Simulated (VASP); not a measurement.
A run of VASP 6.6.1 is set up as follows.

Contents of INCAR:

```
PREC = Accurate
ENCUT = 600
EDIFF = 1E-7
ISMEAR = -1
SIGMA = 0.1
LREAL = F
LASPH = T
NELM = 60
ALGO = Fast
ISIF = 3
LWAVE = F
LCHARG = F
GGA = RP
IBRION = 2
NSW = 80
EDIFFG = -0.01
```

Contents of KPOINTS:

```
regular mesh
0
Gamma
  12 12 12
```

Contents of POSCAR:

```
Nb
1.0
    2.6875991705      0.0000000000      0.0000000000
    0.0000000000      2.6875991705      0.0000000000
    0.0000000000      0.0000000000      2.6875991705
Nb
1
Direct
    0.0000000000      0.0000000000      0.0000000000
```

Potentials or basis: VASP PAW PBE potentials, release 64 (Nb_sv).

Command:

```sh
$ cat potpaw_PBE.64/Nb_sv/POTCAR > POTCAR
$ mpirun -np 1 vasp_std > vasp.out
```

Q: Predict the space group after relaxing (to 0.05 Å).

A: Pm-3m (No. 221).

Q: Predict the band gap on the k mesh.

A: None (metal or under the smearing width).

Q: Estimate the relaxed volume.

A: 20.48 Å³/atom.

Q: Estimate the relaxed cell.

A: a = 2.736 Å, b = 2.736 Å, c = 2.736 Å, α = 90.00°, β = 90.00°, γ = 90.00°.

The path:
```tsv
step	energy change (eV)	largest force (eV/Å)	pressure (GPa)	volume (Å³)
1	0.0000	0.0000	7.48	19.41
2	0.0190	0.0000	-8.11	22.07
3	-0.0239	0.0000	-0.12	20.50
4	-0.0239	0.0000	0.00	20.48
```

Caveat: the PAW data sets were made with another functional, which shifts forces and pressure a little.
